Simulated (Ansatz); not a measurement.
AgCl (Chlorargyrite) under changes of volume

One of the cells (20.458 Å³/atom); the others are scaled copies at fixed shape and fractional positions:

```
Ag Cl
1.0
     0.00000    2.73500    2.73500
     2.73500    0.00000    2.73500
     2.73500    2.73500    0.00000
Ag Cl
1 1
Cartesian
  0.0000 0.0000 0.0000
  2.7350 2.7350 2.7350
```

| Property | Result |
| --- | --- |
| Program | Ansatz 0.2.0 |
| Functional | PBEsol |
| Potentials or basis | all-electron LAPW, scalar-relativistic |
| Cutoff | 234 eV (chosen from the basis error) |
| Basis error allowed | 0.0005 eV/atom |
| k mesh | 8 × 8 × 8 |
| Occupations | fermi-dirac, width 0.05 eV |
| Spin | no spin polarisation |

```csv
volume (Å³/atom),energy over the lowest point (meV/atom),pressure (GPa)
19.231,9.07,3.2
19.640,2.79,1.7
20.049,0.00,0.5
20.458,0.29,-0.7
20.868,3.30,-1.7
21.277,?,?
21.686,16.17,-3.3
```

Task: What does the run at 21.277 Å³/atom give?

Result: Energy over the lowest point 8.69 meV/atom; pressure -2.5 GPa.

Worked out: A Birch-Murnaghan fit of order 3 (a polynomial in V^(-2/3)) to the other rows has its minimum at 20.21 Å³/atom with B0 = V·E''(V) = 57 GPa and B' = 5.3. It gives 8.69 meV/atom at 21.277 Å³/atom, against the run's 8.69, and -dE/dV = -2.5 GPa, against -2.5.

Energies are extrapolated to zero smearing.
